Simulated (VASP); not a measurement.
# BN: equation of state with PBEsol

**Experimental background.**

From “Effect of nanostructuration on compressibility of cubic BN”, 2012, arxiv:1208.3664, for a bulk crystal of BN at 300 K: bulk modulus 395 ± 2 GPa.

The system is BN.

```
N B
1.0
     0.00000    1.81300    1.81300
     1.81300    0.00000    1.81300
     1.81300    1.81300    0.00000
N B
1 1
Direct
  0.25000 0.25000 0.25000
  0.00000 0.00000 0.00000
```

The cell is a database's computed one.

```
Program             : VASP 6.6.1
Task                : equation of state
Functional          : PBEsol
Potentials or basis : VASP PAW PBE potentials, release 64 (N, B)
Cutoff              : 520 eV
k mesh              : 13 × 13 × 13
Occupations         : fermi-dirac, width 0.05 eV
Spin                : no spin polarisation
```

```yaml
Equilibrium_volume: 5.87 Å³/atom
Bulk_modulus: 386 GPa
Pressure_derivative_of_the_bulk_modulus: 3.7
```

Energy against volume, from the lowest point:
| volume (Å³/atom) | energy (meV/atom) |
| --- | --- |
| 5.602 | 16.05 |
| 5.721 | 4.73 |
| 5.840 | 0.00 |
| 5.959 | 1.26 |
| 6.078 | 7.97 |
| 6.198 | 19.62 |
| 6.317 | 35.81 |

All runs of the series together: 81 s on 1 thread of Intel(R) Xeon(R) Platinum 8488C (Sapphire Rapids) (shared host).

Against the measured bulk modulus of BN, 395 GPa (300 K; quoted in “Effect of nanostructuration on compressibility of cubic BN”, 2012, arxiv:1208.3664), the calculated 386 GPa is off by -2.2 %. The fit is for a static lattice scaled at fixed shape and fixed fractional positions.

Caveat: the PAW data sets were made with another functional, which shifts forces and pressure a little.
